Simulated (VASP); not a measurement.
Computed with r2SCAN meta-GGA, VASP's PBE PAW potentials (set 64) (plane waves; VASP).

VASP ran on this input.

INCAR:
```
ALGO = Normal
EDIFF = 1E-7
ENCUT = 520
ISIF = 2
ISMEAR = -5
LASPH = .TRUE.
LCHARG = .FALSE.
LMAXMIX = 4
LMIXTAU = .TRUE.
LORBIT = 11
LREAL = .FALSE.
LWAVE = .FALSE.
METAGGA = R2SCAN
NEDOS = 601
NELM = 100
PREC = Accurate
SYSTEM = InN
```

File KPOINTS:
```
Automatic mesh
0
Gamma
14 14 14
0 0 0
```

### POSCAR
```
InN
3.5384910
  0.0000000000   0.7071067707   0.7071067707
  0.7071067707   0.0000000000   0.7071067707
  0.7071067707   0.7071067707   0.0000000000
In N
1 1
Cart
  0.0000000000   0.0000000000   0.0000000000
  0.3535533854   0.3535533854   0.3535533854
```

### KPOINTS_OPT
```
k-points along high-symmetry lines
10
Line-mode
Reciprocal
  0.000000   0.000000   0.000000 ! GAMMA
 -0.500000  -0.500000   0.000000 ! X

 -0.500000  -0.500000   0.000000 ! X
 -0.375000  -0.375000   0.250000 ! U

 -0.375000   0.000000   0.375000 ! K
  0.000000   0.000000   0.000000 ! GAMMA

  0.000000   0.000000   0.000000 ! GAMMA
 -0.000000   0.000000   0.500000 ! L

 -0.000000   0.000000   0.500000 ! L
 -0.500000  -0.250000   0.250000 ! W

 -0.500000  -0.250000   0.250000 ! W
 -0.500000  -0.500000   0.000000 ! X
```

POTCAR, in this order: In_d N (PBE.64 set). Program: vasp_std.

What VASP printed:

OSZICAR:
```
       N       E                     dE             d eps       ncg     rms          rms(c)
DAV:   1     0.110571899249E+03    0.11057E+03   -0.94446E+03  2724   0.190E+03
DAV:   2    -0.266862944802E+02   -0.13726E+03   -0.13174E+03  3009   0.394E+02
DAV:   3    -0.378893471547E+02   -0.11203E+02   -0.11039E+02  3262   0.114E+02
DAV:   4    -0.381980871447E+02   -0.30874E+00   -0.30830E+00  3111   0.202E+01
DAV:   5    -0.382125863639E+02   -0.14499E-01   -0.14499E-01  3696   0.404E+00    0.110E+01
DAV:   6    -0.316777059732E+02    0.65349E+01   -0.70530E+00  4053   0.716E+01    0.565E+00
DAV:   7    -0.318562768098E+02   -0.17857E+00   -0.78150E-01  3179   0.162E+01    0.324E+00
DAV:   8    -0.319591212489E+02   -0.10284E+00   -0.37405E-01  3328   0.919E+00    0.155E+00
DAV:   9    -0.318062317655E+02    0.15289E+00   -0.17657E-01  2714   0.691E+00    0.493E-01
DAV:  10    -0.319148045540E+02   -0.10857E+00   -0.64902E-02  2704   0.295E+00    0.397E-01
DAV:  11    -0.319125608686E+02    0.22437E-02   -0.33131E-03  3204   0.572E-01    0.263E-01
DAV:  12    -0.319146465758E+02   -0.20857E-02   -0.48092E-03  3009   0.159E+00    0.198E-01
DAV:  13    -0.319154832447E+02   -0.83667E-03   -0.66611E-04  2804   0.675E-01    0.489E-02
DAV:  14    -0.319156446162E+02   -0.16137E-03   -0.20144E-04  2830   0.194E-01    0.203E-02
DAV:  15    -0.319158270810E+02   -0.18246E-03   -0.10205E-04  2729   0.204E-01    0.210E-02
DAV:  16    -0.319158582628E+02   -0.31182E-04   -0.78527E-06  3233   0.342E-02    0.213E-02
DAV:  17    -0.319158566631E+02    0.15997E-05   -0.27156E-07  3303   0.691E-03    0.221E-02
DAV:  18    -0.319158563571E+02    0.30600E-06   -0.16773E-08  1552   0.169E-03    0.221E-02
DAV:  19    -0.319158598945E+02   -0.35374E-05   -0.50115E-07  2739   0.101E-02    0.118E-02
DAV:  20    -0.319158678734E+02   -0.79789E-05   -0.71257E-06  2922   0.377E-02    0.196E-02
DAV:  21    -0.319158678591E+02    0.14390E-07   -0.73969E-07  2934   0.897E-03
   1 F= -.31915868E+02 E0= -.31915868E+02  d E =0.000000E+00
       N       E                     dE             ncg
```

### OUTCAR
```
------------------------ aborting loop because EDIFF is reached ----------------------------------------
  FORCE on cell =-STRESS in cart. coord.  units (eV):
  Direction    XX          YY          ZZ          XY          YZ          ZX
  --------------------------------------------------------------------------------------
  Total        0.0000450      0.0000450      0.0000450      0.0000000      0.0000000      0.0000000
  in kB        0.0023032      0.0023032      0.0023032      0.0000000      0.0000000      0.0000000
  external PRESSURE =       0.0023032 kB  Pullay stress =       0.0000000 kB
  volume of cell :       31.33
      direct lattice vectors                 reciprocal lattice vectors
     0.000000000  2.502090944  2.502090944    -0.199832864  0.199832864  0.199832864
     2.502090944  0.000000000  2.502090944     0.199832864 -0.199832864  0.199832864
     2.502090944  2.502090944  0.000000000     0.199832864  0.199832864 -0.199832864
 POSITION                                       TOTAL-FORCE (eV/Angst)
 -----------------------------------------------------------------------------------
      0.00000      0.00000      0.00000         0.000000      0.000000      0.000000
      1.25105      1.25105      1.25105        -0.000000     -0.000000     -0.000000
 -----------------------------------------------------------------------------------
    total drift:                               -0.000005     -0.000005     -0.000005
  FREE ENERGIE OF THE ION-ELECTRON SYSTEM (eV)
  ---------------------------------------------------
  free  energy   TOTEN  =       -31.9158678591 eV

  energy  without entropy=      -31.9158678591  energy(sigma->0) =      -31.91586786

 total charge

# of ion       s       p       d       tot
------------------------------------------
    1        0.751   0.791  10.001  11.544
    2        1.250   2.423   0.000   3.673
--------------------------------------------------
tot          2.002   3.214  10.001  15.217
```
(Selected blocks of OUTCAR.)

File OUTCAR:
```
 val. band max:        6.1925563519   @ k =   0.0000   0.0000   0.0000

 cond. band min:       6.1925571996   @ k =   0.0000   0.0000   0.0000


 Fermi energy:         6.1924028330

 k-point     1 :       0.0000    0.0000    0.0000
  band No.  band energies     occupation
      1      -9.1182      2.00000
      2      -7.6369      2.00000
      3      -7.6369      2.00000
      4      -7.6369      2.00000
      5      -7.2326      2.00000
      6      -7.2326      2.00000
      7       6.0622      2.00000
      8       6.1926      1.99999
      9       6.1926      1.99999
     10       6.1926      0.00000
     11      16.2498      0.00000
     12      16.2498      0.00000
     13      16.2499      0.00000

 k-point     2 :       0.0714    0.0000    0.0000
  band No.  band energies     occupation
      1      -9.1193      2.00000
      2      -7.6276      2.00000
      3      -7.6276      2.00000
      4      -7.5764      2.00000
      5      -7.2334      2.00000
      6      -7.2334      2.00000
      7       5.2412      2.00000
      8       6.1457      2.00000
      9       6.1457      2.00000
     10       6.9423      0.00000
     11      15.8740      0.00000
     12      16.3130      0.00000
     13      16.3130      0.00000

 k-point     3 :       0.1429    0.0000    0.0000
  band No.  band energies     occupation
      1      -9.1278      2.00000
      2      -7.6030      2.00000
      3      -7.6030      2.00000
      4      -7.3910      2.00000
      5      -7.2337      2.00000
      6      -7.2337      2.00000
      7       4.2783      2.00000
      8       6.0173      2.00000
      9       6.0173      2.00000
     10       7.6947      0.00000
     11      15.0857      0.00000
     12      16.4523      0.00000
     13      16.4523      0.00000

 k-point     4 :       0.2143    0.0000    0.0000
  band No.  band energies     occupation
      1      -9.1516      2.00000
      2      -7.5721      2.00000
      3      -7.5721      2.00000
...
```

For a metal the tetrahedron method with Blöchl corrections gives inexact stress and forces. Unless said otherwise, spin-orbit coupling is left out, though it shifts the bands of the heavy elements here.

The compound is InN in the zinc blende structure, a metastable form; wurtzite is the usual one. It was relaxed first.
